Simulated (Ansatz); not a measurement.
# Convergence notes, G0W0 on LiH (rocksalt)

Rocksalt LiH, relaxed with r2SCAN; one-shot G0W0 in Ansatz without spin-orbit coupling. Calculated for a static, non-magnetic cell.

```
Li H
1.0
     0.00000    2.00299    2.00299
     2.00299    0.00000    2.00299
     2.00299    2.00299    0.00000
Li H
1 1
Cartesian
  0.0000 0.0000 0.0000
  2.0030 2.0030 2.0030
```

Gaps are read over the mesh points alone. G0W0 values are finite-basis, finite-mesh values.
```json
{"start": "PBE", "potentials": "PAW", "frequency model": "contour deformation", "mesh": "8×8×8", "empty bands": "36", "screening cutoff (eV)": "100", "Kohn-Sham gap (eV)": "2.98", "G0W0 gap (eV)": "4.74"}
{"start": "PBE", "potentials": "PAW", "frequency model": "contour deformation", "mesh": "8×8×8", "empty bands": "88", "screening cutoff (eV)": "180", "Kohn-Sham gap (eV)": "2.98", "G0W0 gap (eV)": "4.86"}
{"start": "PBE", "potentials": "PAW", "frequency model": "contour deformation", "mesh": "8×8×8", "empty bands": "170", "screening cutoff (eV)": "260", "Kohn-Sham gap (eV)": "2.98", "G0W0 gap (eV)": "4.90"}
{"start": "HSE06", "potentials": "PAW", "frequency model": "contour deformation", "mesh": "8×8×8", "empty bands": "88", "screening cutoff (eV)": "180", "Kohn-Sham gap (eV)": "3.97", "G0W0 gap (eV)": "5.47"}
{"start": "r2SCAN", "potentials": "PAW", "frequency model": "contour deformation", "mesh": "8×8×8", "empty bands": "88", "screening cutoff (eV)": "180", "Kohn-Sham gap (eV)": "3.63", "G0W0 gap (eV)": "5.32"}
{"start": "PBE0", "potentials": "PAW", "frequency model": "contour deformation", "mesh": "8×8×8", "empty bands": "88", "screening cutoff (eV)": "180", "Kohn-Sham gap (eV)": "4.66", "G0W0 gap (eV)": "5.71"}
{"start": "PBE", "potentials": "PAW", "frequency model": "Godby-Needs pole", "mesh": "8×8×8", "empty bands": "88", "screening cutoff (eV)": "180", "Kohn-Sham gap (eV)": "2.98", "G0W0 gap (eV)": "4.87"}
{"start": "PBE", "potentials": "PAW", "frequency model": "contour deformation", "mesh": "10×10×10", "empty bands": "26", "screening cutoff (eV)": "80", "Kohn-Sham gap (eV)": "2.98", "G0W0 gap (eV)": "4.69"}
{"start": "PBE", "potentials": "norm-conserving", "frequency model": "contour deformation", "mesh": "8×8×8", "empty bands": "88", "screening cutoff (eV)": "180", "Kohn-Sham gap (eV)": "2.98", "G0W0 gap (eV)": "4.85"}
```

The quasiparticle gap on this mesh is 4.90 eV (direct at X), against 2.98 eV from PBE: +1.92 eV. Renormalisation factors Z lie between 0.68 and 0.80.

Raising bands and cutoff together moves the gap by +0.12 eV (100 to 180 eV), then +0.04 eV (180 to 260 eV); the last step is still large, so the basis limit isn't reached. Starting from HSE06 (3.97 eV against PBE's 2.98 eV) gives 5.47 eV, +0.61 eV from G0W0@PBE at the same screening cutoff. Starting from r2SCAN (3.63 eV against PBE's 2.98 eV) gives 5.32 eV, +0.46 eV from G0W0@PBE at the same screening cutoff. Starting from PBE0 (4.66 eV against PBE's 2.98 eV) gives 5.71 eV, +0.85 eV from G0W0@PBE at the same screening cutoff. The Godby-Needs plasmon pole differs from contour deformation by +0.01 eV. Norm-conserving potentials (wave cutoff 1034 eV against 420 eV) shift the quasiparticle gap by -0.01 eV and the PBE gap by 0.00 eV. r2SCAN runs take a wave cutoff of 500 eV.
